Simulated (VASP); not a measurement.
Ga2O3, 10 atoms in the cell. The structure is monoclinic, space group C2/m (No. 12). Conventional cell: a = 12.274 Å, b = 3.049 Å, c = 5.812 Å, α = 90.00°, β = 103.72°, γ = 90.00°. Ga (site symmetry m) has 4 O at 1.84 to 1.87 Å as nearest neighbours. Ga (site symmetry m) has 6 O at 1.94 to 2.08 Å as nearest neighbours. Around O (site symmetry m) lie 3 Ga at 1.84 to 1.95 Å. Around O (site symmetry m) lie 4 Ga at 1.87 to 2.08 Å. Around O (site symmetry m) lie 3 Ga at 1.84 to 1.94 Å. 

| Item | Value |
| --- | --- |
| Program | VASP 6.6.1 |
| Task | band structure |
| Functional | PBEsol |
| Potentials or basis | VASP PAW PBE potentials, release 64 (Ga_d, O) |
| Cutoff | 520 eV |
| k mesh | 10 × 10 × 6 |
| Occupations | gaussian, width 0.03 eV |
| Spin | no spin polarisation |
| Further INCAR settings | ALGO = Normal; EDIFF = 1e-06; NBANDS = 55 |

Potentials or basis: VASP PAW PBE potentials, release 64 (Ga_d, O).

Command:

```sh
$ cat potpaw_PBE.64/Ga_d/POTCAR potpaw_PBE.64/O/POTCAR > POTCAR
$ mpirun -np 4 vasp_std > vasp.out
```

Hardware: 4 MPI ranks on Intel(R) Xeon(R) Platinum 8559C (Emerald Rapids) (shared host).

Task: How long does it take, and how much memory?

Result: It took 7.5 min on 4 MPI ranks on Intel(R) Xeon(R) Platinum 8559C (Emerald Rapids) (shared host), peak memory 1.2 GiB a rank. Counts: scf iterations 26, k points 172.
